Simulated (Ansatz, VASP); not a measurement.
# Two plane-wave programs on BP

File INCAR:

```
SYSTEM = BP
  PREC = Accurate
  ENCUT = 520
  EDIFF = 1E-6
  ISMEAR = 0
  SIGMA = 0.01
  LREAL = .FALSE.
  LASPH = .TRUE.
  NELM = 80
  ALGO = Normal
  ISIF = 2
  LWAVE = .FALSE.
  LCHARG = .TRUE.
  GGA = PS
  LELF = .TRUE.
  LVHAR = .TRUE.
  NBANDS = 11
```

Contents of KPOINTS:

```
Automatic mesh
0
G
  10 10 10
  0 0 0
```

The input POSCAR:

```
BP
1.0
    0.0000000000      2.2600863986      2.2600863986
    2.2600863986      0.0000000000      2.2600863986
    2.2600863986      2.2600863986      0.0000000000
B P
1 1
Direct
    0.0000000000      0.0000000000      0.0000000000
    0.7500000000      0.7500000000      0.7500000000
```

Input for Ansatz:

```yaml
crystal:
  lattice:
    - [0.0, 2.2600863986, 2.2600863986]
    - [2.2600863986, 0.0, 2.2600863986]
    - [2.2600863986, 2.2600863986, 0.0]
  atoms:
    - { symbol: B, position: [0.0, 0.0, 0.0] }
    - { symbol: P, position: [0.75, 0.75, 0.75] }
basis:
  ecutwfc: 420
kpoints:
  mp_grid: { grid: [10, 10, 10] }
hamiltonian:
  xc: pbesol
scf:
  occupations: { method: gaussian, width: 0.01 }
  n_extra_bands: 12
output:
  eigenvalues: true
  optics: { e_range: [0, 14], sigma: 0.1, nscf_kmesh: { grid: [18, 18, 18] } }
checkpoint:
  read: start.run
  write: ck
  compress: false
  write_wavefunctions: false
  write_every: 100000
```

Alike in both runs: task single point; functional PBEsol; k mesh 10 × 10 × 10; occupations gaussian, width 0.01 eV; no spin polarisation.

|  | VASP | Ansatz |
| --- | --- | --- |
| version | VASP 6.6.1 | Ansatz 0.2.0 |
| potentials or method | VASP PAW PBE potentials, release 64 (B, P) | scalar-relativistic, plane waves, PAW |
| plane-wave cutoff (eV) | 520 | 420 |
| valence electrons in the cell | 8 | 8 |

VASP gave:

* gap on the k mesh at the Fermi level (eV): 1.12
* least direct gap on the mesh (eV): 3.37

**Question.** Which values does Ansatz return?

**Answer.** gap on the k mesh at the Fermi level (eV): 1.12; least direct gap on the mesh (eV): 3.38.

With one functional, cell and mesh, what is left measures potentials, basis and numerics.

 A k mesh can miss the band edges.
